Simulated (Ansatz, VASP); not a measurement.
AlN in VASP and in Ansatz

```xyz
2
Lattice="0.1149 1.9535 2.0598 2.0085 -0.0808 2.2555 2.1125 2.2532 -0.1848" Properties=species:S:1:pos:R:3 pbc="T T T"
Al    0.0690   -0.0140   -0.0327
N     3.1079    3.1083    3.1306
```

Change from the starting cell: all atoms moved at random, sigma 0.1 Å a component, cell strained at random, sigma 0.1; relaxed back.

Alike in both runs: functional r2SCAN; k mesh 8 × 8 × 8; occupations gaussian, width 0.05 eV; no spin polarisation.

Ansatz relaxed the structure, and its values are those at the end. VASP's run is a single point on that final structure, the one shown.

|  | VASP | Ansatz |
| --- | --- | --- |
| version | VASP 6.6.1 | Ansatz 0.2.0 |
| potentials or method | VASP PAW PBE potentials, release 64 (Al, N) | scalar-relativistic, plane waves, PAW |
| plane-wave cutoff (eV) | 520 | 500 |
| valence electrons in the cell | 8 | 8 |

Ansatz gave:

- gap on the k mesh at the Fermi level (eV): 1.96
- least direct gap on the mesh (eV): 3.62
- pressure (GPa): 18.9
- rms of the force components (eV/Å): 0.000

Task: What did VASP give for the same quantities?

Result: gap on the k mesh at the Fermi level (eV): 1.93; least direct gap on the mesh (eV): 3.65; pressure (GPa): 18.7; rms of the force components (eV/Å): 0.012.

The functional is the same, so the differences come from potentials, cutoffs and numerics. Ansatz warned: «stress_scf_threshold_loose».

Caveats: so large a pressure means that the cell lies far from this level's equilibrium, or that cutoff or potentials fall short (VASP); the potentials were made for another functional, which shifts forces and pressure (VASP). A k mesh can miss the band edges.
